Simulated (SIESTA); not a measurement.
The system is Ir.

```
Ir
1.0
     0.00000    1.91560    1.91560
     1.91560    0.00000    1.91560
     1.91560    1.91560    0.00000
Ir
1
Direct
  0.00000 0.00000 0.00000
```

```yaml
Program: SIESTA 5.4.2
Task: single point
Functional: PBE
Potentials_or_basis: PseudoDojo 0.4 standard (PBE files)
Basis: DZP (energy shift 0.002 Ry)
Grid_cutoff: 800 Ry
Energy_shift: 0.002 Ry
k_mesh: 12 × 12 × 12
Occupations: fermi-dirac, width 0.05 eV
Spin: no spin polarisation
```

On this cell: pressure 14.4 GPa; band gap on the k mesh none (metal or under the smearing width).

The same run follows on a disturbed copy (cell strained at random at fixed volume):

```
Ir
1.0
    -0.00903    1.95837    1.93892
     1.89839    0.02290    1.90699
     1.89968    1.92773    0.02161
Ir
1
Direct
  0.99766 0.99684 0.98575
```

Task: What does the disturbed cell give?

Result: The energy (extrapolated to zero smearing) moves by +13.1 meV/atom; pressure 14.6 GPa; band gap on the k mesh none (metal or under the smearing width).

Stress tensor (GPa, compression positive):
```
16.66  1.26  1.79
 1.26 11.76 -8.76
 1.79 -8.76 15.48
```

Caveats: semicore shells carry a single zeta, which can move pressures by several GPa and volumes by a few percent; the valence orbitals were made in a potential fitted to the semicore shell under them, which widens gaps by tenths of an eV or more; the basis of atomic orbitals isn't converged, which shifts pressures, moduli and gaps.
